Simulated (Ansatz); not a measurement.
**How the field gradients follow the size of the cell in P**

Reference cell: a COD entry, ions relaxed with PBE at fixed cell.

Space group P-1 (No. 2); a = 5.5030, b = 10.8842, c = 11.0238 Å, α = 94.68°, β = 99.83°, γ = 100.55°.

```
site  Wyckoff  site symmetry       x       y       z
  P1       2i              1  0.0775  0.9909  0.6757
  P3       2i              1  0.5856  0.1790  0.5409
  P5       2i              1  0.1715  0.0510  0.1895
  P7       2i              1  0.7783  0.3781  0.5599
  P9       2i              1  0.6905  0.3031  0.0243
 P11       2i              1  0.2387  0.0141  0.8756
 P13       2i              1  0.5021  0.3179  0.6778
 P15       2i              1  0.3733  0.3229  0.4779
 P17       2i              1  0.0785  0.3667  0.1301
 P19       2i              1  0.0078  0.1457  0.7997
 P21       2i              1  0.8028  0.4900  0.1347
 P23       2i              1  0.7634  0.3178  0.2288
```

One atom of each set is listed.

Level of theory: DFT, PBE, plane waves and PAW, scalar-relativistic, 420 eV cutoff, Γ-centred 6×3×3 k-points, Fermi–Dirac smearing 0.02 eV (Ansatz 0.2.0).

The cell is scaled uniformly, and the ions relax again at each size. Five of the sites with a gradient are followed.

V_zz in 10²¹ V/m²:

```
V/V₀  P1 V_zz (η)  P3 V_zz (η)  P5 V_zz (η)  P7 V_zz (η)   P9 V_zz (η)
0.94  0.42 (0.11)  0.41 (0.50)  0.39 (0.83)  0.38 (0.99)  -0.28 (0.90)
0.96  0.43 (0.09)  0.42 (0.42)  0.41 (0.70)  0.39 (0.88)   0.30 (0.90)
0.98  0.44 (0.07)  0.39 (0.31)  0.43 (0.63)  0.42 (0.74)   0.31 (0.76)
1.00  0.45 (0.01)  0.44 (0.27)  0.44 (0.56)  0.44 (0.64)   0.32 (0.65)
1.06  0.49 (0.02)  0.45 (0.13)  0.48 (0.36)  0.49 (0.45)   0.41 (0.37)
```

Question: One more run gives P1 0.48 (0.02), P3 0.44 (0.18), P5 0.46 (0.40), P7 0.48 (0.51), P9 0.39 (0.41). At which V/V₀ was it made?

Answer: V/V₀ = 1.04. P7 changes steadily, and interpolating it between the rows gives 1.041. Logarithmic slopes d ln|V_zz|/d ln V over the series, for the sites that change steadily: P5 1.7, P7 2.3. Point charges on a uniformly scaled lattice would give −1; atoms that shift within the cell as it changes, and charge that moves in the bonds, make the difference.

On some sites the largest principal value moves to another axis along the series, and the sign of V_zz can flip with it.
